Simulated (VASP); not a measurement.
Sb:

```
Sb
1.0
    -1.87134    1.87134    1.87134
     1.87134   -1.87134    1.87134
     1.87134    1.87134   -1.87134
Sb
1
Direct
  0.00000 0.00000 0.00000
```

This isn't the form of Sb at room conditions, which is rhombohedral.

| Item | Value |
| --- | --- |
| Program | VASP 6.6.1 |
| Task | relaxation of cell and atoms |
| Functional | r2SCAN |
| Dispersion | rVV10 |
| Potentials or basis | VASP PAW PBE potentials, release 64 (Sb) |
| Cutoff | 600 eV |
| k mesh | 10 × 10 × 10 |
| Occupations | gaussian, width 0.05 eV |
| Spin | no spin polarisation |

At the start: pressure 1.7 GPa; volume 26.21 Å³/atom.

Task: Where does the relaxation end?

Result: Over 3 steps the energy falls by 3.5 meV/atom and the volume is 26.89 Å³/atom (+2.6 %); space group Im-3m (No. 229, to 0.05 Å).

The path:
```csv
step,energy change (eV),largest force (eV/Å),pressure (GPa),volume (Å³)
1,0.0000,0.0000,1.71,26.21
2,-0.0023,0.0000,-1.06,27.29
3,-0.0035,0.0000,0.01,26.89
```

Final structure:
```
Sb
1.0
    -1.88726    1.88726    1.88726
     1.88726   -1.88726    1.88726
     1.88726    1.88726   -1.88726
Sb
1
Cartesian
  0.0000 0.0000 0.0000
```

Caveat: the PAW data sets were made with another functional, which shifts forces and pressure a little.
